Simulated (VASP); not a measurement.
# SnTe: molecular dynamics with the cell free or held by constraints

SnTe, Fm-3m (no. 225), 8 atoms in the cell. PBE, constrained or biased molecular dynamics; PAW potentials Te, Sn (PBE set).

| Held coordinates | Spread of the volume (Å³) | Time (s) |
|---|---|---|
| none | 1.29 | 202 |
| volume held, shape free | 0.00 | 182 |
| angles held, lengths free | 1.58 | 183 |
| lengths in step, angles held | 1.31 | 179 |

Limits: each run has its own random start, so only a spread that vanishes tells of a constraint; the run is only 0.12 ps long, so its averages are rough.

## Input of the first row

INCAR:
```
ALGO = Normal
EDIFF = 1E-5
ENCUT = 240
IBRION = 0
ISIF = 3
ISMEAR = 0
ISYM = 0
LANGEVIN_GAMMA = 10 10
LANGEVIN_GAMMA_L = 10
LCHARG = False
LREAL = False
LWAVE = False
MDALGO = 3
NELMIN = 4
NSW = 60
PMASS = 1000
POTIM = 2.0
PREC = Normal
RANDOM_SEED = 833990 0 0
SIGMA = 0.05
TEBEG = 500
```

KPOINTS:
```
k-points
0
Gamma
  3 3 3
```

POSCAR:
```
SnTe
1.0
    6.3017000000      0.0000000000      0.0000000000
    0.0000000000      6.3017000000      0.0000000000
    0.0000000000      0.0000000000      6.3017000000
Te Sn
4 4
Direct
    0.5000000000      0.0000000000      0.0000000000
    0.5000000000      0.5000000000      0.5000000000
    0.0000000000      0.0000000000      0.5000000000
    0.0000000000      0.5000000000      0.0000000000
    0.0000000000      0.0000000000      0.0000000000
    0.0000000000      0.5000000000      0.5000000000
    0.5000000000      0.0000000000      0.5000000000
    0.5000000000      0.5000000000      0.0000000000
```

Commands:
```
cat potpaw_PBE.64/Te/POTCAR potpaw_PBE.64/Sn/POTCAR > POTCAR
mpirun -np 4 vasp_std > vasp.out
```

ICONST of row 4:
```
LA 1 2 0
LA 1 3 0
LA 2 3 0
LR 1 0
LR 2 0
LR 3 0
S 1.0 0.0 0.0 0.0 0.0 0.0 0
S 0.0 1.0 0.0 0.0 0.0 0.0 0
S 0.0 0.0 1.0 0.0 0.0 0.0 0
S 0 0 0 1 -1 0 0
S 0 0 0 1 0 -1 0
```

VASP 6.6.1 took 202 s on 4 cores (AMD EPYC 7R43 (Zen 3)), a shared host.
